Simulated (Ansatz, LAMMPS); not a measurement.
# Structural relaxation of amorphous SiO2 (96 atoms), part 4 of 4

How does amorphous SiO2 (96 atoms) relax, and what do bonds, charges and levels look like afterwards?

Ansatz 0.2.0; Kohn-Sham DFT, PBE, PAW (set soft_2), plane waves.

The cell: 32 Si and 64 O. The quench rate of 50 K/ps is orders of magnitude faster than experiment. The starting topology of bonds comes from the classical model. Only the Γ point is sampled in the main run, in a cell whose shortest periodic width is 11 Å.

So far. Step 4 (Cell and atoms relaxed): The relaxation changed the energy by -43.3 meV/atom, and atoms moved by 0.20 Å r.m.s., 0.49 Å at most. Step 7 (K-mesh 2×2×2): Forces differ from those of the single point at the relaxed geometry by 1.8 meV/Å r.m.s.; the energy by -0.31 meV/atom and the gap by -0.055 eV. It took 3.5 min and 9 cycles; the reference's time can't be set against it, since the two runs asked for unlike analyses.

## 8. Functional HSE06

HSE06 mixes in a quarter of exact exchange at short range, which counters self-interaction, at a higher cost.

This step: Kohn-Sham DFT, HSE06, PAW (set soft_2), plane waves (Ansatz 0.2.0).

input.yaml

```yaml
crystal:
  lattice:
    - [11.17454, -0.01017, -0.16735]
    - [-0.01017, 10.88021, -0.08017]
    - [-0.16735, -0.08017, 11.50792]
  atoms:
    [... the 96 atom lines of step 6 ...]
kpoints:
  mp_grid: { grid: [1, 1, 1] }
hamiltonian:
  xc: hse06
scf:
  occupations: { method: fermi_dirac, width: 0.025 }
output:
  forces: true
  stress: true
  populations: true
  dos:
    method: { smearing: { sigma: 0.08 } }
    de: 0.05
    projected: { site_lists: { O: [O], Si: [Si] } }
  eigenvalues: true
```

Run with:

```sh
> ansatz run input.yaml --threads 4 --pin off --max-ram 8192MiB --backend cpu --events-out ev --progress --plain --runs-dir out
```

Numbers of over 12 decimals in the logs are rounded to 6 here.

Output:

```text
Warning: output.stress: scf.convergence.dr2_threshold = 1e-7 eV (the SCF's general default) is looser than the 1.6e-9 eV advised for a printed stress (1e-10 eV for each atom of the cell: 96, of which 16 are counted). What an SCF threshold leaves in a stress goes as its square root, and in the free energy as the threshold itself, and one threshold admits the most on a small cell: [...]
Warning: output.stress: scf.exx.energy_threshold = 1e-6 eV is looser than the 1.6e-7 eV advised for a stress under a hybrid functional (1e-8 eV for each atom of the cell: 96, of which 16 are counted). Every SCF of the exchange loop can meet its threshold on dr2 while the loop round them stops early: [...]
exact exchange: scf.exx.singularity resolves to wigner_seitz, which cuts the screened interaction at the faces of the exchange supercell's Wigner-Seitz cell, so that each pair interacts once, at the shortest of its separations (the periodic images that this leaves out come, [...]
[...]
Crystal: 96 atoms, lattice volume = 1398.770 Å³
Basis set: ecut = 420 eV, 27363 PW (Γ), exchange–correlation on 150×150×160 points (8 copies of the dense FFT grid, shifted against one another)
Bands: 352, of which v1, the nominal top of the filled ones, is band 256 counted from 1 (255 counted from 0)
Symmetry: 1 space group operations
[...]
k-points: 1
[...]
SCF iter   1: F=—  HF=-56766.566154 eV  |F-HF|=—  |Δ(HF+E_count)|=         —  Δρ=1.68e-3  dr2=4.45e-2  ethr=1.77e-3  ⟨swp⟩=15.0  Hψ=2137  notcnv=0
[...]
SCF iter   3: F=-56766.587781 eV  HF=-56766.586361 eV  |F-HF|=1.42e-3  |Δ(HF+E_count)|=   9.02e-4  Δρ=4.63e-4  dr2=1.46e-3  ethr=2.08e-6  ⟨swp⟩=6.0  Hψ=881  notcnv=0  defer=1
SCF 1 stopped early in 3 iterations: F = -56766.587781 eV  dr2 = 1.46e-3
[...]
Exchange kernel: α = 0.2500, screened, ω = 0.2079 Å⁻¹, Wigner–Seitz truncation, v(0) = 954.3388 eV·Å³, q-mesh 1×1×1, nearest image of the exchange supercell L = 10.88 Å, pair-density grid 54×54×60, without the augmentation charges, whose exchange is taken in its separable form (sized by the pseudopotential files, [...]
Frozen-core exchange: fock
SCF iter   1: F=—  HF=-56776.856125 eV  |F-HF|=—  |Δ(HF+E_count)|=         —  Δρ=6.54e-3  dr2=4.71e-1  ethr=2.85e-6  ⟨swp⟩=13.0  Hψ=1899  notcnv=0
[...]
SCF iter   5: F=—  HF=-56776.846831 eV  |F-HF|=—  |Δ(HF+E_count)|=   2.17e-3  Δρ=1.94e-4  dr2=4.41e-4  ethr=3.92e-8  ⟨swp⟩=5.0  Hψ=1130  notcnv=0
SCF iter   6: F=-56776.846659 eV  HF=-56776.846713 eV  |F-HF|=5.42e-5  |Δ(HF+E_count)|=   1.17e-4  Δρ=6.95e-5  dr2=6.95e-5  ethr=3.92e-8  ⟨swp⟩=4.0  Hψ=970  notcnv=0
SCF 2 stopped early in 6 iterations: F = -56776.846659 eV  dr2 = 6.95e-5
  Residual-converged pass: ⟨swp⟩=4.0  Hψ=941  notcnv=0  max |occ|·‖R‖ = 5.8e-6 eV (tolerance 6.7e-6 eV)  dr2=7.00e-5  dr2_onsite=2.60e-6  max |Δocc| = 0.0e0
[...]
hybrid outer 1: dexx = +1.830e-1 eV, tail = 2.94e-4 eV
[...]
Frozen-core exchange: fock
SCF iter   1: F=—  HF=-56776.844279 eV  |F-HF|=—  |Δ(HF+E_count)|=         —  Δρ=2.37e-5  dr2=3.49e-6  ethr=2.87e-7  ⟨swp⟩=17.0  Hψ=1004  notcnv=0
[...]
SCF iter   5: F=—  HF=-56776.844288 eV  |F-HF|=—  |Δ(HF+E_count)|=   2.37e-7  Δρ=1.78e-6  dr2=3.24e-8  ethr=5.07e-12  ⟨swp⟩=6.0  Hψ=1204  notcnv=0  defer=15
SCF iter   6: F=-56776.844288 eV  HF=-56776.844288 eV  |F-HF|=1.37e-9  |Δ(HF+E_count)|=   1.03e-8  Δρ=3.68e-7  dr2=1.86e-9  ethr=5.07e-12  ⟨swp⟩=6.0  Hψ=877  notcnv=0  defer=5
SCF 3 converged in 6 iterations: F = -56776.844288 eV  dr2 = 1.86e-9
[...]
hybrid outer 2: dexx = +5.875e-6 eV, tail = 3.55e-8 eV, Δε = 1.28e-3 eV (about 1.54e-5 eV left of the loop's levels), ΔF = 3.20e-3 eV/Å (tail 1.77e-4)
hybrid SCF converged: 2 outer / 12 inner (+3 warm-up), last move |dexx| = 5.88e-6 eV, tail = 3.55e-8 eV
Stability not checked: this state was not tested for a lower state beside it, because the functional holds exact exchange (a hybrid, or Hartree-Fock), whose exchange loop this test does not read (fock_operator; see scf.lower_state_search)
Free energy (F): -56776.844288 eV
Frozen-core exchange: fock
[...]
Internal energy: -56776.844288 eV  (E = F + TS)
E sigma→0 (E₀):  -56776.844288 eV
Fermi energy:    3.509998 eV
[...]
Σ components = -56776.844288   (vs F -56776.844288, Δ=-7.28e-12)
--- Forces (eV/Å), atoms counted from 1 ---
  atom   1  Si     0.03903880    -0.07593281    -0.02097646
  atom   2  Si     0.08366346     0.01875948     0.02657476
  atom   3  Si    -0.00625871     0.00364450     0.01396215
  atom   4  Si    -0.02461300    -0.04583845    -0.02495304
[...]
atom  96  O     -0.24383344     0.10361930     0.32492046
  max |Σ_I F_I| component: 3.98e-4 eV/Å
--- Stress (GPa, compression-positive) ---
       -4.677704      -0.004526      -0.033906
       -0.004527      -4.652615       0.002984
       -0.033902       0.002982      -4.749817
  P = ⅓ Tr σ = -4.6934 GPa (-46.934 kbar)
--- Band table (eV) ---
[...]
--- Löwdin populations: 96 sites ---
  site symbol       q [e]
     0     Si      2.1581
     1     Si      2.1585
     2     Si      2.1473
[...]
95      O      6.8231
  spilling = 0.013860 (of n_electrons = 512.000000)
```

The job ended after 5.3 min (4 threads of Arm Neoverse V2, shared host; peak memory 4 GiB; 20 min of CPU time).

The program notes that the exchange threshold is loose for the stress and the SCF threshold is loose for the stress.

Geometry and reference: those of the single point at the relaxed geometry.

Forces differ from those of the single point at the relaxed geometry by 178 meV/Å r.m.s.; the pressure by -4.7 GPa and the gap by +1.8 eV. It took 5.3 min and 15 cycles; the reference's time can't be set against it, since the two runs asked for unlike analyses.

Read from the output:

| Property | Result |
| --- | --- |
| free energy | -56776.8443 eV |
| free energy per atom | -591.4255 eV/atom |
| SCF cycles | 15 |
| pressure | -4.693 GPa |
| r.m.s. force component | 0.1777 eV/Å |
| longest force | 0.5639 eV/Å |
| Fermi energy | 3.51 eV |
| gap (highest filled to lowest empty level) | 7.348 eV |
| spilling of the projection | 0.01386 |

Length of the force by element:

| element | coordination | atoms | mean length of the force (eV/Å) | spread | least | most |
| --- | --- | --- | --- | --- | --- | --- |
| O | all | 64 | 0.355 | 0.119 | 0.0303 | 0.564 |
| Si | all | 32 | 0.0565 | 0.0247 | 0.0155 | 0.125 |

Löwdin charges by element (they lack the spilled electrons, 0.074 e an atom on average):

| element | coordination | atoms | mean charge (e) | spread | least | most |
| --- | --- | --- | --- | --- | --- | --- |
| O | all | 64 | -0.816 | 0.0082 | -0.834 | -0.801 |
| Si | all | 32 | 1.85 | 0.0103 | 1.84 | 1.87 |

States in the cell by windows of 1 eV, zero at the Fermi level; the larger projections on atomic orbitals stand beside the total:

| from (eV) | to (eV) | total | O p | Si p |
| --- | --- | --- | --- | --- |
| -18 | -13 | 0.0 | 0.0 | 0.0 |
| -13 | -12 | 18.4 | 12.4 | 0.6 |
| -12 | -11 | 16.0 | 11.1 | 1.2 |
| -11 | -10 | 19.0 | 13.7 | 2.2 |
| -10 | -9 | 35.8 | 27.3 | 7.0 |
| -9 | -8 | 38.8 | 30.6 | 7.4 |
| -8 | -7 | 14.2 | 11.5 | 1.6 |
| -7 | -6 | 59.9 | 52.6 | 4.0 |
| -6 | -5 | 81.5 | 76.0 | 2.6 |
| -5 | -4 | 72.9 | 69.9 | 1.2 |
| -4 | -3 | 27.5 | 27.0 | 0.2 |
| -3 | 3 | 0.0 | 0.0 | 0.0 |
| 3 | 4 | 2.0 | 0.1 | 0.0 |
| 4 | 5 | 0.0 | 0.0 | 0.0 |

Between -25 and -18 eV lie 128 more states.

The levels nearest the highest filled one (over half full), pooled over k-points and spins:

| level less the highest filled one (eV) | occupation |
| --- | --- |
| -0.104 | 2 |
| -0.077 | 2 |
| -0.0605 | 2 |
| -0.0557 | 2 |
| -0.0152 | 2 |
| 0 | 2 |
| 7.35 | 0 |
| 8.95 | 0 |
| 9.02 | 0 |
| 9.05 | 0 |
| 9.15 | 0 |
| 9.22 | 0 |

## 9. Functional r2SCAN (500 eV)

The meta-GGA r2SCAN uses the kinetic energy density as well as the density and its gradient. Besides, the cutoff goes from 420 to 500 eV.

This step: Kohn-Sham DFT, r2SCAN, PAW (set soft_2), plane waves (Ansatz 0.2.0).

input.yaml, as its differences from that of step 8:

```diff
@@ -10,3 +10,3 @@
 hamiltonian:
-  xc: hse06
+  xc: r2scan
 scf:
```

Output:

```text
[...]
Crystal: 96 atoms, lattice volume = 1398.770 Å³
Basis set: ecut = 500 eV, 35523 PW (Γ), exchange–correlation on 360×320×360 points (64 copies of the dense FFT grid, shifted against one another)
Bands: 352, of which v1, the nominal top of the filled ones, is band 256 counted from 1 (255 counted from 0)
Symmetry: 1 space group operations
[...]
k-points: 1
[...]
SCF iter   1: F=—  HF=-56955.299996 eV  |F-HF|=—  |Δ(HF+E_count)|=         —  Δρ=6.96e-3  dr2=7.07e-1  dr2_τ=7.88e0  ethr=1.77e-3  ⟨swp⟩=6.0  Hψ=1690  notcnv=0  defer=55
[...]
SCF iter   8: F=—  HF=-56957.852748 eV  |F-HF|=—  |Δ(HF+E_count)|=   1.77e-6  Δρ=6.44e-6  dr2=5.63e-7  dr2_τ=3.21e-8  ethr=3.95e-10  ⟨swp⟩=2.0  Hψ=518  notcnv=0  defer=89
SCF iter   9: F=-56957.852748 eV  HF=-56957.852748 eV  |F-HF|=5.79e-8  |Δ(HF+E_count)|=   7.12e-8  Δρ=9.47e-7  dr2=1.90e-8  dr2_τ=1.15e-9  ethr=1.95e-11  ⟨swp⟩=13.0  Hψ=2164  notcnv=0
SCF 1 converged in 9 iterations: F = -56957.852748 eV  dr2 = 1.90e-8
[...]
SCF converged after 9 iterations
Free energy (F): -56957.852748 eV
[...]
Internal energy: -56957.852748 eV  (E = F + TS)
E sigma→0 (E₀):  -56957.852748 eV
Fermi energy:    3.822449 eV
[...]
Σ components = -56957.852748   (vs F -56957.852748, Δ=0.00e0)
--- Forces (eV/Å), atoms counted from 1 ---
  atom   1  Si     0.05223622    -0.03269026    -0.01405198
  atom   2  Si     0.07356537     0.03276919     0.00584403
  atom   3  Si    -0.00946640     0.01172960     0.01768813
  atom   4  Si    -0.02405689    -0.02782984    -0.02528504
[...]
atom  96  O     -0.20409123     0.07966801     0.25856753
  max |Σ_I F_I| component: 7.25e-5 eV/Å
--- Stress (GPa, compression-positive) ---
       -4.620039      -0.003531      -0.035036
       -0.003534      -4.572704      -0.000889
       -0.035033      -0.000888      -4.705278
  P = ⅓ Tr σ = -4.6327 GPa (-46.327 kbar)
--- Band table (eV) ---
[...]
--- Löwdin populations: 96 sites ---
  site symbol       q [e]
     0     Si      2.1542
     1     Si      2.1545
     2     Si      2.1428
[...]
95      O      6.8279
  spilling = 0.013647 (of n_electrons = 512.000000)
```

It took 52 s on 4 threads; peak memory 3.7 GiB.

Geometry and reference: those of the single point at the relaxed geometry.

Forces differ from those of the single point at the relaxed geometry by 149 meV/Å r.m.s.; the pressure by -4.6 GPa and the gap by +0.68 eV. It took 52 s and 9 cycles; the reference's time can't be set against it, since the two runs asked for unlike analyses.

## 10. Functional PBEsol

PBEsol restores the gradient expansion of exchange for slowly varying densities and usually gives shorter bonds in solids than PBE.

This step: Kohn-Sham DFT, PBEsol, PAW (set soft_2), plane waves (Ansatz 0.2.0).

input.yaml, as its differences from that of step 9:

```diff
@@ -10,3 +10,3 @@
 hamiltonian:
-  xc: r2scan
+  xc: pbesol
 scf:
```

Output:

```text
[...]
Crystal: 96 atoms, lattice volume = 1398.770 Å³
Basis set: ecut = 420 eV, 27363 PW (Γ), exchange–correlation on 150×150×160 points (8 copies of the dense FFT grid, shifted against one another)
Bands: 352, of which v1, the nominal top of the filled ones, is band 256 counted from 1 (255 counted from 0)
Symmetry: 1 space group operations
[...]
k-points: 1
[...]
SCF iter   1: F=—  HF=-55888.133599 eV  |F-HF|=—  |Δ(HF+E_count)|=         —  Δρ=1.13e-2  dr2=1.38e0  ethr=1.77e-3  ⟨swp⟩=6.0  Hψ=1698  notcnv=0  defer=53
[...]
SCF iter   8: F=—  HF=-55887.743347 eV  |F-HF|=—  |Δ(HF+E_count)|=   2.09e-7  Δρ=3.39e-6  dr2=1.50e-7  ethr=2.07e-10  ⟨swp⟩=2.0  Hψ=513  notcnv=0  defer=89
SCF iter   9: F=-55887.743347 eV  HF=-55887.743347 eV  |F-HF|=8.53e-9  |Δ(HF+E_count)|=   9.21e-8  Δρ=8.29e-7  dr2=1.26e-8  ethr=1.95e-11  ⟨swp⟩=15.0  Hψ=2023  notcnv=0
SCF 1 converged in 9 iterations: F = -55887.743347 eV  dr2 = 1.26e-8
[...]
SCF converged after 9 iterations
Free energy (F): -55887.743347 eV
[...]
Internal energy: -55887.743347 eV  (E = F + TS)
E sigma→0 (E₀):  -55887.743347 eV
Fermi energy:    3.826987 eV
[...]
Σ components = -55887.743347   (vs F -55887.743347, Δ=0.00e0)
--- Forces (eV/Å), atoms counted from 1 ---
  atom   1  Si    -0.01872373     0.02363045    -0.01009013
  atom   2  Si     0.01424962    -0.03159997     0.02503879
  atom   3  Si    -0.00290556     0.03157072    -0.00031107
  atom   4  Si     0.02214090     0.02173625    -0.01143284
[...]
atom  96  O     -0.05480124     0.01669416     0.06042483
  max |Σ_I F_I| component: 3.96e-5 eV/Å
--- Stress (GPa, compression-positive) ---
       -2.361676      -0.012409      -0.019335
       -0.012410      -2.349487       0.003312
       -0.019334       0.003311      -2.411111
  P = ⅓ Tr σ = -2.3741 GPa (-23.741 kbar)
--- Band table (eV) ---
[...]
--- Löwdin populations: 96 sites ---
  site symbol       q [e]
     0     Si      2.2485
     1     Si      2.2460
     2     Si      2.2350
[...]
95      O      6.7795
  spilling = 0.013878 (of n_electrons = 512.000000)
```

The job ended after 20 s (4 threads; peak memory 1.6 GiB).

Geometry and reference: those of the single point at the relaxed geometry.

Forces differ from those of the single point at the relaxed geometry by 58 meV/Å r.m.s.; the pressure by -2.4 GPa and the gap by -0.050 eV.

## 11. The ladder side by side

Differences are against the single point at the relaxed geometry (Kohn-Sham DFT, PBE, PAW (set soft_2), plane waves), whose r.m.s. force component is 0.00332 eV/Å. Energies are set beside the reference only for runs with its functional, potentials and electron count. Times are for 4 threads of Arm Neoverse V2, shared host. The reference's time includes grids, which some other runs skip.

| run | Δ force, r.m.s. (meV/Å) | Δ energy (meV/atom) | Δ pressure (GPa) | Δ gap (eV) | cycles | time | host memory (GiB) |
| --- | --- | --- | --- | --- | --- | --- | --- |
| reference | - | - | - | - | 9 | 24 s | 1.5 |
| k-mesh 2×2×2 | 1.81 | -0.308 | 0.0036 | -0.0551 | 9 | 3.5 min | 6.1 |
| functional HSE06 | 178 | - | -4.70 | 1.83 | 15 | 5.3 min | 4.0 |
| functional r2SCAN (500 eV) | 149 | - | -4.64 | 0.683 | 9 | 52 s | 3.7 |
| functional PBEsol | 57.8 | - | -2.38 | -0.0498 | 9 | 20 s | 1.6 |

## 12. Outcome

```json
{
  "energy change in the relaxation": "-43.31 meV/atom",
  "r.m.s. displacement": "0.202 Å",
  "largest displacement": "0.495 Å",
  "free energy per atom": "-591.3183 eV/atom",
  "pressure": "0.009386 GPa",
  "r.m.s. force component": "0.00332 eV/Å",
  "gap (highest filled to lowest empty level)": "5.521 eV",
  "wall time of the 7 DFT runs": "13 min"
}
```

In words: Relaxation lowers the energy by 43.3 meV/atom and moves atoms by 0.20 Å r.m.s.; the r.m.s. force component goes from 0.69 to 0.0033 eV/Å. Displacements are taken in the final cell, so they leave out its strain. By the final cutoffs no bond was broken or made. The cell shrank by 3.6 % in volume. From the first step to the last the energy fell by 4.158 eV, across changes of basis, and the largest move was 0.49 Å (O52). The O-Si bonds go from 1.619 Å (spread 0.021) to 1.631 Å (spread 0.012). Counting bonds as in the table, all O atoms have 2 and all Si atoms have 4 bonded neighbours. 100 % of the oxygens bridge two formers (Si) and 0 % are non-bridging. Between filled and empty levels lie 5.52 eV (at Γ alone); a semilocal functional tends to put such gaps too low. In a disordered cell it changes from sample to sample, and tail or defect levels can set it.

Among the changes of functional, dispersion, potentials or spin set against this reference, functional HSE06 moves the forces most, by 178 meV/Å r.m.s. The gap changes by +1.83 eV with HSE06.

What to keep in mind: The starting topology of bonds comes from the classical model; DFT moved the atoms only locally, and no bond changed.

Calculation beside experiment:

| quantity | measured | this cell | difference | method of the measurement |
| --- | --- | --- | --- | --- |
| density | 2.2 g/cm³ | 2.28 g/cm³ | +3.8 % | tabulated bulk density |
| nearest Si–O distance | 1.61 Å | 1.63 Å | +1.3 % | high-energy XRD, PDF Gaussian fit |
| nearest Si–Si distance | 3.08 Å | 3.08 Å | +0.0 % | diffraction, Gaussian radial peak fit |
| nearest O–O distance | 2.63 Å | 2.66 Å | +1.1 % | diffraction, Gaussian radial peak fit |
| number of O about Si | 4 | 4 | +0.0 % | high-energy XRD, PDF Gaussian fit |
| Si–O–Si angle | 148.3 ° | 144 ° | -2.8 % | x-ray and neutron diffraction, model fit |

The cell differs from the measured distances by up to 1.3 %, neighbour counts by up to 0.0 %, angles by up to 2.8 % and density by up to 3.8 %. Distances of this cell are positions of the first main peak of g(r), or bond means where the peak is narrow; means over all bonds within a cutoff lie farther out for broad shells. The network comes from the model that made the cell; DFT moved the atoms only locally, and no bond changed. Our coordination numbers hang on a cutoff, and experiments count neighbours in their own ways.

[Logs are printed without paths, hosts, clocks, repeated set-up lines and the standing remarks that a program may print on its own settings, such as how far it seeks lower states.]

[Hosts, paths, dates, database ids (printed as entryN), source tags and the programs' standing remarks are cut or masked in the printed files.]
